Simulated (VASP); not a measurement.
# CoPdO₂: relaxed cell and band gap

CoPdO₂, R-3m (no. 166), 4 atoms in the cell. SregTM v3; PAW potentials Pd, Co, O (PBE set).

## Input

INCAR.step1:
```
SYSTEM = CoPdO2
PREC     = Accurate       ! precision mode
ENCUT    = 600            ! plane-wave cutoff, eV
EDIFF    = 1E-5           ! SCF threshold, eV
ISMEAR   = 0              ! smearing method
SIGMA    = 0.02           ! smearing width, eV
LREAL    = .False.        ! projectors in reciprocal space
LASPH    = .True.         ! aspherical terms in the spheres
GGA_COMPAT= .False.      
ALGO     = Normal         ! electronic algorithm
NELM     = 150            ! most SCF steps
ISIF     = 2              ! what is computed and relaxed
LWAVE    = .True.         ! write WAVECAR
LCHARG   = .False.        ! write CHGCAR
ISPIN    = 2              ! spin polarisation
MAGMOM   = 0 2 0 0        ! initial moments
LORBIT   = 11             ! projections on sites
LMAXMIX  = 4              ! l up to which the mixer works
GGA      = PE             ! functional
KPAR     = 4             
```

INCAR.step2, as INCAR.step1 but for:
```
- EDIFF = 1E-5
- ISIF = 2
- LWAVE = .True.
- GGA = PE
+ EDIFF = 1E-7
+ ISIF = 3
+ LWAVE = .False.
+ METAGGA = SREGTM3
+ LMIXTAU = .True.
+ IBRION = 2
+ EDIFFG = -0.005
+ NSW = 60
+ ISTART = 1
```

INCAR.step3, as INCAR.step2 but for:
```
- NSW = 60
- ISTART = 1
+ NSW = 40
```

INCAR.step4, as INCAR.step3 but for:
```
- ISIF = 3
- IBRION = 2
- EDIFFG = -0.005
- NSW = 40
+ ISIF = 2
+ NBANDS = 28
```

KPOINTS:
```
k-points
0
Gamma
  8 8 8
```

KPOINTS_OPT:
```
path GLB1,BZGX,QFP1Z,LP
8
line-mode
reciprocal
 0.0000000000  0.0000000000  0.0000000000  G
 0.5000000000  0.0000000000  0.0000000000  L

 0.5000000000  0.0000000000  0.0000000000  L
 0.5000000000  0.1794993571 -0.1794993571  B1

 0.8205006429  0.5000000000  0.1794993571  B
 0.5000000000  0.5000000000  0.5000000000  Z

 0.5000000000  0.5000000000  0.5000000000  Z
 0.0000000000  0.0000000000  0.0000000000  G

 0.0000000000  0.0000000000  0.0000000000  G
 0.3397496785  0.0000000000 -0.3397496785  X

 0.6602503215  0.3397496785  0.0000000000  Q
 0.5000000000  0.5000000000  0.0000000000  F

 0.5000000000  0.5000000000  0.0000000000  F
 0.6602503215  0.6602503215  0.1794993571  P1

 0.6602503215  0.6602503215  0.1794993571  P1
 0.5000000000  0.5000000000  0.5000000000  Z

 0.5000000000  0.0000000000  0.0000000000  L
 0.8205006429  0.3397496785  0.3397496785  P
```

POSCAR.step1:
```
CoPdO2
1.0
    1.4316899074      0.8265865534      5.9577715763
   -1.4316899074      0.8265865534      5.9577715763
    0.0000000000     -1.6531731068      5.9577715763
Pd Co O
1 1 2
Direct
    0.0000000000      0.0000000000      0.0000000000
    0.5000000000      0.5000000000      0.5000000000
    0.1124760000      0.1124760000      0.1124760000
    0.8875240000      0.8875240000      0.8875240000
```

Commands (each step's output is kept before the next begins):
```
cat potpaw_PBE.64/Pd/POTCAR potpaw_PBE.64/Co/POTCAR potpaw_PBE.64/O/POTCAR > POTCAR
cp INCAR.step1 INCAR
cp POSCAR.step1 POSCAR
mpirun -np 4 vasp_std > vasp.out
cp INCAR.step2 INCAR
mpirun -np 4 vasp_std > vasp.out
cp CONTCAR POSCAR
rm WAVECAR CHG
cp INCAR.step3 INCAR
mpirun -np 4 vasp_std > vasp.out
cp CONTCAR POSCAR
rm WAVECAR CHG
cp INCAR.step4 INCAR
mpirun -np 4 vasp_std > vasp.out
```

## Result

- Volume (Å³/atom): 10.39
- Change from the starting volume (fraction): -0.017
- Gap, path and mesh (eV): 0.00
- Moment (μB/cell): 0.16

Cell before and after relaxation:

|  | a (Å) | b (Å) | c (Å) | α (°) | β (°) | γ (°) |
|---|---|---|---|---|---|---|
| start | 6.183 | 6.183 | 6.183 | 26.78 | 26.78 | 26.78 |
| relaxed | 6.180 | 6.180 | 6.180 | 26.55 | 26.55 | 26.55 |

Limits: Only a ferromagnetic start was run; another order may lie lower and have another gap; semilocal functionals often give no gap for transition-metal compounds that are insulators.

VASP 6.6.1 took 3383 s on 4 cores (Intel Xeon 6975P-C (Granite Rapids)), a shared host.
